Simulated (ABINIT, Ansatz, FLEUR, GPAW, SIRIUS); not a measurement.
Cost and result for the band gap of ZnS

It takes space group F-43m (No. 216, cubic). The conventional cell has a = 5.404 Å, b = 5.404 Å, c = 5.404 Å, α = 90.00°, β = 90.00°, γ = 90.00°. Zn (site symmetry -43m) is surrounded by 4 S at 2.34 Å. S (site symmetry -43m) is surrounded by 4 Zn at 2.34 Å.

```csv
rung,level,program and potentials,cutoff (eV),k mesh,task,core time,chip,band gap (eV),notes
GGA,PBEsol,"Ansatz, PAW datasets made for the crystal",280,6 × 6 × 6,single point,4.9 s,AMD EPYC 7R13 Zen 3,1.97,9 valence electrons an atom on average
GGA,PBEsol,"Ansatz, Ansatz PAW (files of its older set among them)",660,9 × 9 × 9,band structure,12 s,Intel Xeon,1.98,"potentials made for PBE, which Ansatz adapts in part; 13 valence electrons an atom on average"
LDA,LDA,"Ansatz, all-electron LAPW, scalar-relativistic",-,9 × 9 × 9,band structure,15 s,AMD EPYC 7R43 Zen 3,1.86,-
non-local van der Waals functional,C09-vdW,"GPAW, GPAW PAW data sets (gpaw-data 1.2.1)",600,7 × 7 × 7,band structure,27 s,Intel Xeon Platinum 8488C Sapphire Rapids,2.07,potentials made for PBE; 9 valence electrons an atom on average
non-local van der Waals functional,vdW-DF,"GPAW, GPAW PAW data sets (gpaw-data 1.2.1)",600,7 × 7 × 7,band structure,30 s,Intel Xeon Platinum 8488C Sapphire Rapids,2.31,potentials made for PBE; 9 valence electrons an atom on average
GGA,PBE,"ABINIT, SPMS NC PBE v1.0",925,9 × 9 × 9,band structure,2.2 min,Arm Neoverse V2,2.11,13 valence electrons an atom on average
LDA,LDA,"FLEUR, all-electron, FLAPW",-,9 × 9 × 9,band structure,2.3 min,Intel Xeon Platinum 8223CL Skylake/Cascade Lake,1.86,-
LDA,LDA,"SIRIUS, PseudoDojo 0.4.1 PBE standard (scalar relativistic)",1152,4 × 4 × 4,band structure,3.5 min,Intel Xeon Platinum 8488C Sapphire Rapids,1.73,coarse mesh; potentials made for PBE; 13 valence electrons an atom on average
```

Times are single runs on shared hosts and different chips, so they are rough; meshes, cutoffs and the tasks' sizes weigh on the time. All rows: no spin polarisation. Gaps are the least found on the k mesh or the band path, and a mesh can miss the band edges. The cell comes from a database and isn't always the measured one. Meshes differ between rows, which moves values too. All levels ran on this one cell, unrelaxed unless noted. Meshes are those of the run's cell of 2 atoms unless a note names another. Misses use the values as printed. Runs on faulty files, with rough fits or with known faults for this quantity aren't shown. No row holds spin-orbit coupling.

Measured: 3.85 eV at 19 K (arxiv:0911.5022).

Which of the timed runs without a coarse mesh or an atomic basis is the cheapest that comes within 0.3 eV of the measured band gap?

None of them does; the nearest misses by -1.54 eV. LDA and GGA gaps fall short mostly because these functionals lack the derivative discontinuity; the runs are for a static lattice, while measurements hold temperature and zero-point motion.

More core time doesn't bring the gap closer to experiment here: every run falls far short, and the costliest gives the smallest value. The two all-electron LDA codes agree at 1.86 eV, so the shortfall lies in the functional rather than in the potentials or basis. The gradient-corrected and van der Waals functionals open the gap only modestly, probably through their stronger gradient dependence of exchange, though non-local correlation may contribute in the latter.

ZnS adds a difficulty of its own. Its valence-band top is mainly S 3p with some Zn 3d character, and semilocal functionals place the 3d shell too high. This strengthens the p-d repulsion that pushes the band top up, narrowing the gap further. Neither spin-orbit coupling nor zero-point motion would rescue the comparison, since the first raises the valence-band top and the second normally narrows the gap. A remedy has to come from a better description of exchange and screening, as in hybrid functionals or GW, and the table doesn't show what that would cost.
